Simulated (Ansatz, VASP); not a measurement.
**One calculation of SnO, two programs**

File INCAR:

```
SYSTEM = SnO
  PREC = Accurate
  ENCUT = 520
  EDIFF = 1E-6
  ISMEAR = -1
  SIGMA = 0.05
  LREAL = .False.
  LASPH = .True.
  NELM = 100
  ALGO = Normal
  ISIF = 2
  LWAVE = .False.
  LCHARG = .False.
  GGA = RE
  NBANDS = 28
```

File KPOINTS:

```
regular mesh
0
Gamma
  4 4 3
  0 0 0
```

POSCAR

```
SnO
1.0
    3.8136952200      0.0000000000      0.0000000000
    0.0000000000      3.8136952200      0.0000000000
    0.0000000000      0.0000000000      4.8869133000
Sn O
2 2
Direct
    0.5000000000      0.0000000000      0.7646261400
    0.0000000000      0.5000000000      0.2353738600
    0.0000000000      0.0000000000      0.0000000000
    0.5000000000      0.5000000000      0.0000000000
```

File input.yaml:

```yaml
crystal:
  lattice:
    - [3.81369522, 0.0, 0.0]
    - [0.0, 3.81369522, 0.0]
    - [0.0, 0.0, 4.8869133]
  atoms:
    - { symbol: Sn, position: [0.5, 0.0, 0.76462614] }
    - { symbol: Sn, position: [0.0, 0.5, 0.23537386] }
    - { symbol: O, position: [0.0, 0.0, 0.0] }
    - { symbol: O, position: [0.5, 0.5, 0.0] }
hamiltonian:
  xc: revpbe
  pseudopotentials: { kind: paw }
kpoints:
  mp_grid: { grid: [4, 4, 3] }
scf:
  occupations: { method: fermi_dirac, width: 0.05 }
  n_extra_bands: 10
output:
  forces: true
  stress: true
  eigenvalues: true
  dos: { projected: true, de: 0.05, nscf_kmesh: { grid: [6, 6, 5] } }
  write_density: true
  write_potential: true
  elf: true
  volumetric_format: npy
```

The cell is a database's computed one.

Alike in both runs: functional revPBE; k mesh 4 × 4 × 3; occupations fermi-dirac, width 0.05 eV; no spin polarisation.

|  | VASP | Ansatz |
| --- | --- | --- |
| version | VASP 6.6.1 | Ansatz 0.2.0 |
| potentials or method | VASP PAW PBE potentials, release 64 (Sn_d, O) | Ansatz PAW |
| plane-wave cutoff (eV) | 520 | 420 |
| valence electrons in the cell | 40 | 40 |
| task | single point | projected density of states |

```tsv
	VASP	Ansatz	Ansatz less VASP
gap on the k mesh at the Fermi level (eV)	0.16	0.14	-0.013
least direct gap on the mesh (eV)	2.05	2.06	+0.014
pressure (GPa)	5.7	5.5	-0.26
largest component of the traceless stress (GPa)	0.77	0.79	+0.021
rms of the force components (eV/Å)	0.256	0.221	-0.0349
```

Atom by atom the forces differ by 0.035 eV/Å (rms over components).

Caveats: the k mesh is coarse (spacing up to 0.43 Å⁻¹), so the values aren't converged; spin-orbit coupling is left out, which moves the levels of the heavy elements; the PAW data sets were made with another functional, which shifts forces and pressure a little (VASP); an odd mesh through Γ misses points on the zone boundary, where band edges often lie (VASP); odd divisions of the mesh miss points on the zone boundary, where band edges often lie, so the gap on the mesh can be too wide (Ansatz); the pressure holds a Pulay correction of +0.4 GPa for the finite cutoff (Ansatz); the PAW data sets come from PBE, with cores solved anew for the run's functional, which leaves a small shift of forces and pressure (Ansatz).
